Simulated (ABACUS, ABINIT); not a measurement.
This is a calculation of V for ABACUS 3.10.1. 

INPUT

```
INPUT_PARAMETERS
suffix              V
calculation         scf
basis_type          pw
pseudo_dir          ./
symmetry            1
dft_functional      pbesol
ecutwfc             84
pseudo_rcut         7
nspin               2
nbands              18
ks_solver           dav
smearing_method     fd
smearing_sigma      0.00367493
scf_thr             1e-08
scf_nmax            100
mixing_type         broyden
mixing_beta         0.4
cal_force           1
cal_stress          1
out_chg             1
kpar                4
```

STRU

```
ATOMIC_SPECIES
V 50.9415 V.upf

LATTICE_CONSTANT
1.8897261246

LATTICE_VECTORS
-1.5143500000 1.5143500000 1.5143500000
1.5143500000 -1.5143500000 1.5143500000
1.5143500000 1.5143500000 -1.5143500000

ATOMIC_POSITIONS
Cartesian

V
0.0
1
0.0000000000 0.0000000000 0.0000000000 1 1 1 mag 2
```

Contents of KPT:

```
K_POINTS
0
Gamma
10 10 10 0 0 0
```

Potentials or basis: PseudoDojo NC SR 0.4.1 PBEsol standard, plane waves.

Launch:

```console
$ OMP_NUM_THREADS=1 mpirun -np 4 abacus > log
```

**Question.** What does the same run look like in ABINIT 10.8.3 (patched build)? Potentials or basis there: JTH PAW PBE v2.0, cutoff 408 eV.

**Answer.** As run (cutoffs and basis follow the program's own potentials, and thresholds, step limits or extra output files can differ):

Contents of run.abi:

```
# Pseudopotentials
pp_dirpath "./"
pseudos "V.GGA_PBE-JTH.xml"

# Structure
acell 4.9566214992 4.9566214992 4.9566214992
rprim
    -0.5773502692     0.5773502692     0.5773502692
     0.5773502692    -0.5773502692     0.5773502692
     0.5773502692     0.5773502692    -0.5773502692
ntypat 1
znucl 23
natom 1
typat 1
xred
     0.0000000000     0.0000000000     0.0000000000

# Plane-wave basis
ecut 408.170794 eV
pawecutdg 30.0

# k points
kptopt 1
ngkpt 10 10 10
nshiftk 1
shiftk 0.0 0.0 0.0

# Exchange and correlation
ixc -116133

# Bands and occupations
nband 11
occopt 3
tsmear 0.00183747

# Spin
nsppol 2
spinat
     0.0000000000     0.0000000000     2.0000000000

# SCF cycle
nstep 100
tolvrs 1.0e-9

# Output
iomode 3
prtwf 0
prteig 0
prtebands 0
prtden 1
prtvha 1
prtvclmb 1
prtpot 1
```

Potentials or basis: JTH PAW PBE v2.0.

The run is started by

```console
$ abinit run.abi > log 2>&1
```

Both were run:

|  | ABACUS | ABINIT |
| --- | --- | --- |
| Pressure | -11.3 GPa | -10.6 GPa |
| Net moment | 0.00 μB per cell | 0.00 μB per cell |

ABINIT's potentials were made for PBE.

The magnetic state is the one that the start led to; the real crystal's order can differ.

The cell lies far from this level's equilibrium.

Pressure is positive in compression.
